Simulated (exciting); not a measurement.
Crystal: MgO.

```xyz
2
Lattice="0.0000 2.0970 2.0970 2.0970 0.0000 2.0970 2.0970 2.0970 0.0000" Properties=species:S:1:pos:R:3 pbc="T T T"
Mg    0.0000    0.0000    0.0000
O     2.0970    2.0970    2.0970
```

The cell is a database's computed one.

Base run:

| Property | Result |
| --- | --- |
| Program | exciting (release sodium) |
| Functional | LDA |
| Potentials or basis | all-electron LAPW+lo, shipped species files, valence relativity iora* |
| rgkmax | 7.5 |
| k mesh | 11 × 11 × 11 |
| Occupations | fermi-dirac, width 0.05 eV |
| Spin | no spin polarisation |

Its results: band gap on the k mesh 4.78 eV, direct.

**Question.** The run is repeated on the same cell with these changes: functional from LDA to RPBE. What comes out?

**Answer.** Band gap on the k mesh 4.99 eV, direct.

Not every run made on this cell is shown here.
